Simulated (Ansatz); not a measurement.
# HgTe (Coloradoite) (F-43m) in Ansatz: further runs, part 2 of 2

Ansatz 0.2.0. Earlier steps stand in the parts before.

## (3) Band structure, HF

input.yaml

```yaml
crystal:
  lattice:
    - [0.0, 3.2145, 3.2145]
    - [3.2145, 0.0, 3.2145]
    - [3.2145, 3.2145, 0.0]
  atoms:
    - { symbol: Hg, position: [0.0, 0.0, 0.0] }
    - { symbol: Te, position: [0.75, 0.75, 0.75] }
hamiltonian:
  xc: hf
  pseudopotentials: { kind: paw }
kpoints:
  mp_grid: { grid: [4, 4, 4] }
  band_path:
    path:
      - [[0.0, 0.0, 0.0], [0.5, 0.0, 0.5], [0.5, 0.25, 0.75], [0.375, 0.375, 0.75], [0.0, 0.0, 0.0], [0.5, 0.5, 0.5], [0.625, 0.25, 0.625], [0.5, 0.25, 0.75], [0.5, 0.5, 0.5], [0.375, 0.375, 0.75]]
      - [[0.625, 0.25, 0.625], [0.5, 0.0, 0.5]]
    npoints: 4
scf:
  occupations: { method: fermi_dirac, width: 0.05 }
  n_extra_bands: 6
output:
  forces: true
  stress: true
  eigenvalues: true
  fatbands: false
```

Potentials or basis: Ansatz PAW.

Started as:

```bash
ansatz run input.yaml --threads 2 --pin off --max-ram 5632MiB --backend cpu --events-out ev --progress --plain --runs-dir out
```

Log:

```text
Warning: output.stress: scf.convergence.dr2_threshold = 1e-7 eV (the SCF's general default) is looser than the 2e-10 eV advised for a printed stress (1e-10 eV for each atom of the cell: 2). What an SCF threshold leaves in a stress goes as its square root, and in the free energy as the threshold itself, and one threshold admits the most on a small cell: of the crystals measured, under no hybrid functional and no lock of the moments, on runs that ended without the residual-converged pass, on stresses that held no estimate of that error, the worst erred by over 100 MPa in a component at 1e-7 eV an atom and by under 5 at 1e-10. Set scf.convergence.dr2_threshold to 2e-10 eV or tighter. The threshold is an SCF's pass mark: one that does not reach it within its budget of iterations ends unconverged, or closes short of it on a stop that the run arms, and scf.convergence.dr2_threshold's page says what that costs each kind of run
Warning: output.stress: scf.exx.energy_threshold = 1e-6 eV is looser than the 2e-8 eV advised for a stress under a hybrid functional (1e-8 eV for each atom of the cell: 2). Every SCF of the exchange loop can meet its threshold on dr2 while the loop round them stops early: no threshold on dr2 bounds what that leaves in the stress. Set scf.exx.energy_threshold to 2e-8 eV or tighter. The threshold is the loop's pass mark: a loop that does not reach it within its budget of cycles ends unconverged, and scf.exx.energy_threshold's page has the law
Warning: RAYON_NUM_THREADS=2 ignored (pool sized by the plan → 2); use --threads N
scf.n_extra_bands = 6 over 18 filled bands (N_el = 36.0): the run solves 24 bands
Engine: ansatz 0.2.0, x86_64-unknown-linux-gnu
Pseudopotentials: kind: paw
Pseudopotential: Hg, paw, valence charge 20, recommended cutoff 420 eV (normal), Hg.paw.azcp
Pseudopotential: Te, paw, valence charge 16, recommended cutoff 420 eV (normal), Te.paw.azcp
Functional definition: HF
  exchange = exact_x
  correlation = 0
Crystal: 2 atoms, lattice volume = 66.431 Å³
Basis set: ecut = 420 eV, 1291 PW (Γ)
[... 100 lines left out ...]
  E_aug_tail   = 0.000745  (compensation charges beyond the density's cutoff)
  E_ewald      = -3943.057611
  E_core_change = -7.569846  (= ΣΔE_core)
  E_smearing   = -0.000000  (= −TS)
  E_closure    = -0.000002  (closes the sum)
  Σ components = -20600.496607   (vs F -20600.496607, Δ=3.64e-12)
--- Forces (eV/Å), atoms counted from 1 ---
  atom   1  Hg    -0.00000000    -0.00000000     0.00000000
  atom   2  Te    -0.00000000     0.00000000     0.00000000
  max |Σ_I F_I| component: 1.06e-16 eV/Å
--- Stress (GPa, compression-positive) ---
        7.294070      -0.000000      -0.000000
        0.000000       7.294070       0.000000
       -0.000000       0.000000       7.294070
  P = ⅓ Tr σ = 7.2941 GPa (72.941 kbar)
--- Band table (eV; the first three rows and the last of 8) ---
  k-point 0: bands = ["-126.8336", "-70.4194", "-70.4194", "-70.4194", "-38.7607", "-38.7607", "-38.7607", "-38.7434", "-38.7434", "-9.3403", "-5.0114", "-5.0114", "-5.0114", "-4.4095", "-4.4095", "7.0603", "7.0603", "7.0603", "12.8595", "17.4314", "17.4314", "17.4314", "20.3681", "23.6210"]
  k-point 1: bands = ["-126.8341", "-70.4192", "-70.4192", "-70.4180", "-38.7609", "-38.7609", "-38.7608", "-38.7431", "-38.7431", "-8.9655", "-4.9331", "-4.9331", "-4.6793", "-4.4139", "-4.4139", "3.0215", "6.3361", "6.3361", "14.1721", "18.2552", "18.2552", "18.3391", "21.3575", "22.1903"]
  k-point 2: bands = ["-126.8340", "-70.4190", "-70.4190", "-70.4169", "-38.7609", "-38.7609", "-38.7608", "-38.7427", "-38.7427", "-8.5843", "-4.8687", "-4.8687", "-4.3987", "-4.3987", "-3.7998", "-0.1259", "5.7080", "5.7080", "13.9116", "18.3245", "18.3245", "20.1451", "22.1857", "24.4234"]
  k-point 7: bands = ["-126.8341", "-70.4186", "-70.4181", "-70.4167", "-38.7615", "-38.7608", "-38.7606", "-38.7427", "-38.7424", "-8.3521", "-4.7289", "-4.7286", "-4.4801", "-4.4284", "-3.3300", "0.0465", "3.4977", "3.5345", "17.0654", "17.5065", "19.0081", "19.3263", "24.4431", "25.3313"]
```

bands.tsv:

```text
# k_distance	band_0	band_1	band_2	band_3	band_4	band_5	band_6	band_7	band_8	band_9	band_10	band_11	band_12	band_13	band_14	band_15	band_16	band_17	band_18	band_19	band_20	band_21	band_22	band_23
[... 60 lines left out ...]
6.187221	-136.821231	-80.405623	-80.405622	-80.404482	-48.748797	-48.748050	-48.748027	-48.730309	-48.729449	-18.332828	-14.673543	-14.637496	-14.615788	-14.347132	-13.485421	-9.999096	-6.139828	-6.004244	4.952596	5.178997	12.381874	13.363437	13.686190	15.017641
6.273605	-136.821200	-80.405599	-80.405599	-80.404542	-48.748792	-48.748035	-48.748035	-48.730305	-48.729433	-18.332214	-14.657766	-14.633694	-14.633694	-14.344440	-13.499510	-10.003742	-6.039283	-6.039283	4.885173	5.020936	12.642304	13.810640	13.810640	14.706163
```

Run time: 3.5 min. Hardware: 2 threads of Intel Xeon at 2.70GHz, shared host; peak memory 0.9 GiB.

What came out:

| Property | Result |
| --- | --- |
| Free energy | -20600.4966 eV |
| Pressure | 7.3 GPa |
| Band gap on the k mesh | 5.80 eV, direct |
| Band gap along the path | 5.80 eV, direct |

Levels at the corners of the path, in eV from the valence-band top:
| point | band 16 | band 17 | band 18 | band 19 | band 20 | band 21 |
| --- | --- | --- | --- | --- | --- | --- |
| Γ | 0.00 | 0.00 | 0.00 | 5.80 | 10.37 | 10.37 |
| X | -7.08 | -3.11 | -3.11 | 7.81 | 7.95 | 15.57 |
| W | -7.01 | -3.56 | -3.53 | 10.01 | 10.45 | 11.95 |
| K | -6.98 | -4.02 | -2.59 | 8.22 | 10.32 | 13.70 |
| Γ | 0.00 | 0.00 | 0.00 | 5.80 | 10.37 | 10.37 |
| L | -7.19 | -1.35 | -1.35 | 6.85 | 11.26 | 11.26 |
| U | -6.98 | -4.02 | -2.59 | 8.22 | 10.32 | 13.70 |
| W | -7.01 | -3.56 | -3.53 | 10.01 | 10.45 | 11.95 |
| L | -7.19 | -1.35 | -1.35 | 6.85 | 11.26 | 11.26 |
| K | -6.98 | -4.02 | -2.59 | 8.22 | 10.32 | 13.70 |
| U | -6.98 | -4.02 | -2.59 | 8.22 | 10.32 | 13.70 |
| X | -7.08 | -3.11 | -3.11 | 7.81 | 7.95 | 15.57 |

Caveat: the k mesh is coarse (spacing up to 0.42 Å⁻¹), so the values aren't converged, least of all with exact exchange; the pressure holds a Pulay correction of +0.3 GPa for the finite cutoff; spin-orbit coupling is left out, which moves the levels of the heavy elements; the PAW data sets come from PBE, with cores solved anew for the run's functional, which leaves a small shift of forces and pressure; the thresholds are loose for stress.

## (4) Band structure, HSE03

Edit input.yaml of step 3 so:

```diff
@@ -9,3 +9,3 @@
 hamiltonian:
-  xc: hf
+  xc: { exchange: pbe, correlation: pbe, exx: { coeff: 0.25, omega: 0.3 } }
   pseudopotentials: { kind: paw }
```

Potentials or basis: Ansatz PAW.

Started as:

```bash
ansatz run input.yaml --threads 2 --pin off --max-ram 5632MiB --backend cpu --events-out ev --progress --plain --runs-dir out
```

Log:

```text
Warning: output.stress: scf.convergence.dr2_threshold = 1e-7 eV (the SCF's general default) is looser than the 2e-10 eV advised for a printed stress (1e-10 eV for each atom of the cell: 2). What an SCF threshold leaves in a stress goes as its square root, and in the free energy as the threshold itself, and one threshold admits the most on a small cell: of the crystals measured, under no hybrid functional and no lock of the moments, on runs that ended without the residual-converged pass, on stresses that held no estimate of that error, the worst erred by over 100 MPa in a component at 1e-7 eV an atom and by under 5 at 1e-10. Set scf.convergence.dr2_threshold to 2e-10 eV or tighter. The threshold is an SCF's pass mark: one that does not reach it within its budget of iterations ends unconverged, or closes short of it on a stop that the run arms, and scf.convergence.dr2_threshold's page says what that costs each kind of run
Warning: output.stress: scf.exx.energy_threshold = 1e-6 eV is looser than the 2e-8 eV advised for a stress under a hybrid functional (1e-8 eV for each atom of the cell: 2). Every SCF of the exchange loop can meet its threshold on dr2 while the loop round them stops early: no threshold on dr2 bounds what that leaves in the stress. Set scf.exx.energy_threshold to 2e-8 eV or tighter. The threshold is the loop's pass mark: a loop that does not reach it within its budget of cycles ends unconverged, and scf.exx.energy_threshold's page has the law
Warning: RAYON_NUM_THREADS=2 ignored (pool sized by the plan → 2); use --threads N
scf.n_extra_bands = 6 over 18 filled bands (N_el = 36.0): the run solves 24 bands
[... 4 set-up lines as earlier in the session ...]
Functional definition: unnamed
  parameter a_1 = 0.25
  parameter omega_1 = 0.3/angstrom
  exchange = pbe_x + (-a_1)*pbe_x_sr(omega_1) + a_1*exact_x_sr(omega_1)
  correlation = pbe_c
Crystal: 2 atoms, lattice volume = 66.431 Å³
Basis set: ecut = 420 eV, 1291 PW (Γ), exchange–correlation on 64×64×64 points (8 copies of the dense FFT grid, shifted against one another)
Bands: 24, of which v1, the nominal top of the filled ones, is band 18 counted from 1 (17 counted from 0)
[... 2 set-up lines as earlier in the session ...]
k-points: 8 of 64 (time reversal used)
[... 5 set-up lines as earlier in the session ...]
PAW one-centre angular grid: Hg, 590 points (default); XC on 64 Gauss nodes
PAW one-centre angular grid: Te, 590 points (default); XC on 64 Gauss nodes
[... 1 set-up line as earlier in the session ...]
[... 43 lines left out ...]
Free energy (F): -20801.396692 eV
Frozen-core exchange: fock
Harris-Foulkes:  -20801.396692 eV  (|F-HF|=3.64e-11)
Internal energy: -20801.393387 eV  (E = F + TS)
E sigma→0 (E₀):  -20801.395040 eV
Entropy (-TS):   -0.003305 eV (-1.653 meV/atom)
Fermi energy:    8.704397 eV
--- Per-component energies (eV) ---
  E_band       = -841.130635
  E_kinetic    = 784.684254
  E_local      = -4770.877452  (includes V_loc(G=0)·N_el)
  E_nonlocal   = -236.826750
  E_hartree    = 2326.372566
  E_xc         = -280.262707
  E_vxc        = -295.228868  (∫ρ·V_xc dr)
  E_exx        = -116.805386  (= α·E_x^exact, valence–valence)
  E_paw        = -14562.599184  (= ΣΔE_a)
  E_vpaw       = -742.018378  (= ΣTr[D̂ρ^β])
  E_aug_tail   = 0.000757  (compensation charges beyond the density's cutoff)
  E_ewald      = -3943.057611
  E_core_change = -2.021873  (= ΣΔE_core)
  E_smearing   = -0.003305  (= −TS)
  E_closure    = -0.000000  (closes the sum)
  Σ components = -20801.396692   (vs F -20801.396692, Δ=0.00e0)
--- Forces (eV/Å), atoms counted from 1 ---
  atom   1  Hg    -0.00000000     0.00000000    -0.00000000
  atom   2  Te     0.00000000    -0.00000000    -0.00000000
  max |Σ_I F_I| component: 1.20e-16 eV/Å
--- Stress (GPa, compression-positive) ---
        3.625557      -0.000000      -0.000000
       -0.000000       3.625557       0.000000
       -0.000000       0.000000       3.625557
  P = ⅓ Tr σ = 3.6256 GPa (36.256 kbar)
--- Band table (eV; the first three rows and the last of 8) ---
  k-point 0: bands = ["-110.9935", "-58.1855", "-58.1855", "-58.1855", "-30.3305", "-30.3305", "-30.3305", "-30.3189", "-30.3189", "-4.3927", "0.1788", "0.1788", "0.1788", "0.7323", "0.7323", "8.5767", "8.6642", "8.6642", "8.6642", "13.4511", "13.4511", "13.4511", "15.8389", "19.1308"]
  k-point 1: bands = ["-110.9935", "-58.1855", "-58.1855", "-58.1853", "-30.3307", "-30.3304", "-30.3304", "-30.3188", "-30.3188", "-4.0854", "0.2522", "0.2522", "0.3881", "0.7311", "0.7311", "5.1209", "8.0650", "8.0650", "10.0970", "14.1403", "14.1403", "14.2082", "17.0974", "17.8913"]
  k-point 2: bands = ["-110.9935", "-58.1854", "-58.1854", "-58.1850", "-30.3309", "-30.3303", "-30.3303", "-30.3187", "-30.3187", "-3.7534", "0.3098", "0.3098", "0.7529", "0.7529", "1.1221", "2.7498", "7.5760", "7.5760", "9.9219", "14.2993", "14.2993", "16.1222", "17.3804", "19.5571"]
  k-point 7: bands = ["-110.9936", "-58.1854", "-58.1853", "-58.1849", "-30.3309", "-30.3306", "-30.3300", "-30.3187", "-30.3185", "-3.5356", "0.4253", "0.4568", "0.6759", "0.7061", "1.4759", "2.7395", "5.7657", "5.8557", "12.5145", "13.8134", "14.6380", "15.4063", "19.1758", "20.6533"]
```

Wall time 3.9 min (2 threads of Intel Xeon at 2.70GHz, shared host); peak memory 0.9 GiB.

Results:

```yaml
Free_energy: -20801.3967 eV
Pressure: 3.6 GPa
Band_gap_on_the_k_mesh: none (metal or under the smearing width)
```

Levels at the corners of the path, in eV from the Fermi level:
```tsv
point	band 15	band 16	band 17	band 18	band 19	band 20	band 21	band 22
Γ	-7.97	-0.13	-0.04	-0.04	-0.04	4.75	4.75	4.75
X	-7.40	-5.91	-2.53	-2.53	2.38	2.86	9.03	9.83
W	-7.23	-5.96	-2.94	-2.85	3.81	5.11	5.93	6.70
K	-7.31	-5.92	-3.23	-2.11	2.76	4.57	7.69	7.94
Γ	-7.97	-0.13	-0.04	-0.04	-0.04	4.75	4.75	4.75
L	-7.58	-5.95	-1.13	-1.13	1.22	5.59	5.59	7.42
U	-7.31	-5.92	-3.23	-2.11	2.76	4.57	7.69	7.94
W	-7.23	-5.96	-2.94	-2.85	3.81	5.11	5.93	6.70
L	-7.58	-5.95	-1.13	-1.13	1.22	5.59	5.59	7.42
K	-7.31	-5.92	-3.23	-2.11	2.76	4.57	7.69	7.94
U	-7.31	-5.92	-3.23	-2.11	2.76	4.57	7.69	7.94
X	-7.40	-5.91	-2.53	-2.53	2.38	2.86	9.03	9.83
```

Caveat: the k mesh is coarse (spacing up to 0.42 Å⁻¹), so the values aren't converged, least of all with exact exchange; spin-orbit coupling is left out, which moves the levels of the heavy elements; the PAW data sets come from PBE, with cores solved anew for the run's functional, which leaves a small shift of forces and pressure; the thresholds are loose for stress.

## (5) Summary

| level | cutoff (eV) | gap on the mesh (eV) | pressure (GPa) |
| --- | --- | --- | --- |
| r2SCAN50 | 500 | 2.25 | 1.4 |
| HF | 420 | 5.80 | 7.3 |
| HSE03 | 420 | none | 3.6 |

Alike in all rows: task band structure; potentials or basis Ansatz PAW; no spin polarisation; cell as given; k mesh 4 × 4 × 4; smearing fermi-dirac 0.05 eV; the mesh is coarse, so values aren't converged.

Caveats: all runs use coarse meshes; spin-orbit coupling is left out, which moves the levels of the heavy elements; the PAW data sets come from PBE, with cores solved anew for the run's functional, which leaves a small shift of forces and pressure; the thresholds are loose for stress.

Total energies depend on the potentials used, so only differences within one code and one set of settings carry meaning.
